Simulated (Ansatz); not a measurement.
The elements of this relaxed crystal are hidden behind letters.

```
lattice vectors (Å)
   0.0000    2.5888    2.5888
   2.5888    0.0000    2.5888
   2.5888    2.5888    0.0000
fractional positions
X 0.0000 0.0000 0.0000
Z 0.2500 0.2500 0.2500
```

Theory: Ansatz 0.2.0, DFT PBE, scalar-relativistic, plane waves, PAW. Cutoff 420 eV, Γ-centred 8×8×8 mesh (2-atom cell), Gaussian smearing of 0.02 eV, no spin polarisation.

- Space group: F-43m (No. 216)
- Conventional cell: a = 5.178 Å
- Volume per atom: 17.35 Å³
- Density: 4.21 g/cm³
- Energy over the elements: −0.797 eV/atom
- Gap on the 8×8×8 mesh of the 2-atom cell: 2.67 eV

Energies are uncorrected and count from the elements' standard states at the same level.

Question: X is an s-block element of period 2 and Z is a p-block element of period 4. Which elements are they?

Answer: X = Be, Z = Se, so the formula is BeSe, here in the zinc blende type. Density times volume gives a mean mass of 4.21 × 17.35/1.6605 = 44.0 u per atom, and this set has 44.0 u. Among the elements that the hints allow, noble gases aside, only these give it. Be is surrounded by 4 Se at 2.24 Å; Se is surrounded by 4 Be at 2.24 Å.

Kohn–Sham gaps at this level usually fall short of measured ones. A structure relaxed within its symmetry needn't be a true minimum.
